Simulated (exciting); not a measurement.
Here is an exciting (release sodium) calculation.

File input.xml:

```xml
<input>
  <title>MgB2</title>
  <structure speciespath="./" tshift="false">
    <crystal scale="1">
      <basevect>5.829805094471 0.000000000000 0.000000000000</basevect>
      <basevect>-2.914902547235 5.048759310971 0.000000000000</basevect>
      <basevect>0.000000000000 0.000000000000 6.657505137057</basevect>
    </crystal>
    <species speciesfile="Mg.xml" rmt="2">
      <atom coord="0.000000000000 0.000000000000 0.000000000000"/>
    </species>
    <species speciesfile="B.xml" rmt="1.45">
      <atom coord="0.666666666700 0.333333333300 0.500000000000"/>
      <atom coord="0.333333333300 0.666666666700 0.500000000000"/>
    </species>
  </structure>
  <groundstate do="fromscratch" ngridk="10 10 8" rgkmax="7" gmaxvr="14" lmaxapw="10" lmaxmat="10" lmaxvr="8" xctype="GGA_PBE" stype="Fermi Dirac" swidth="0.00183747" nempty="12" ValenceRelativity="iora*" epsengy="1e-05" epspot="1e-05" maxscl="60" outputlevel="low"/>
  <properties>
    <bandstructure>
      <plot1d>
        <path steps="80">
          <point coord="0 0 0" label="G"/>
          <point coord="0.5 0 0" label="M"/>
          <point coord="0.3333333333 0.3333333333 0" label="K"/>
          <point coord="0 0 0" label="G"/>
          <point coord="0 0 0.5" label="A"/>
          <point coord="0.5 0 0.5" label="L"/>
          <point coord="0.3333333333 0.3333333333 0.5" label="H"/>
          <point coord="0 0 0.5" label="A" breakafter="true"/>
          <point coord="0.5 0 0.5" label="L"/>
          <point coord="0.5 0 0" label="M" breakafter="true"/>
          <point coord="0.3333333333 0.3333333333 0" label="K"/>
          <point coord="0.3333333333 0.3333333333 0.5" label="H"/>
        </path>
      </plot1d>
    </bandstructure>
    <dos nwdos="300" winddos="-0.6 0.5" inttype="tetra" ngrdos="100" nsmdos="0" lmirep="true"/>
    <chargedensityplot>
      <plot3d>
        <box grid="16 16 18">
          <origin coord="0 0 0"/>
          <point coord="1 0 0"/>
          <point coord="0 1 0"/>
          <point coord="0 0 1"/>
        </box>
      </plot3d>
    </chargedensityplot>
    <elfplot>
      <plot3d>
        <box grid="16 16 18">
          <origin coord="0 0 0"/>
          <point coord="1 0 0"/>
          <point coord="0 1 0"/>
          <point coord="0 0 1"/>
        </box>
      </plot3d>
    </elfplot>
    <exccplot>
      <plot3d>
        <box grid="16 16 18">
          <origin coord="0 0 0"/>
          <point coord="1 0 0"/>
          <point coord="0 1 0"/>
          <point coord="0 0 1"/>
        </box>
      </plot3d>
    </exccplot>
  </properties>
</input>
```

Potentials or basis: all-electron LAPW+lo, shipped species files, valence relativity iora*.

Launch:

```console
$ OMP_NUM_THREADS=1 exciting_smp
```

Predict the band gap on the k mesh.

none (metal or under the smearing width).

States per cell in windows of 1 eV (zero at the Fermi level; states under -8 eV left out):
```csv
from (eV),total,B2 p,B3 p,Mg1 s,B2 s,B3 s,Mg1 p
-8.0,0.42,0.02,0.02,0.01,0.04,0.04,0.01
-7.0,0.62,0.05,0.05,0.02,0.04,0.04,0.01
-6.0,0.67,0.06,0.06,0.02,0.03,0.03,0.01
-5.0,0.74,0.08,0.08,0.02,0.03,0.03,0.02
-4.0,1.01,0.12,0.12,0.02,0.03,0.03,0.03
-3.0,1.12,0.16,0.16,0.01,0.02,0.02,0.03
-2.0,0.98,0.15,0.15,0.01,0.01,0.01,0.02
-1.0,0.77,0.11,0.11,0.01,0.00,0.00,0.02
0.0,0.44,0.06,0.06,0.01,0.00,0.00,0.01
1.0,0.29,0.03,0.03,0.01,0.00,0.00,0.01
2.0,0.40,0.04,0.04,0.01,0.00,0.00,0.01
3.0,0.49,0.04,0.04,0.02,0.01,0.01,0.01
4.0,0.52,0.04,0.04,0.03,0.01,0.01,0.01
5.0,1.14,0.07,0.07,0.08,0.05,0.05,0.04
6.0,1.39,0.12,0.12,0.08,0.05,0.05,0.05
7.0,1.05,0.09,0.09,0.10,0.03,0.03,0.04
```

Caveat: the log's total energy holds no entropy term; the free energy is that total less TS from the occupations.
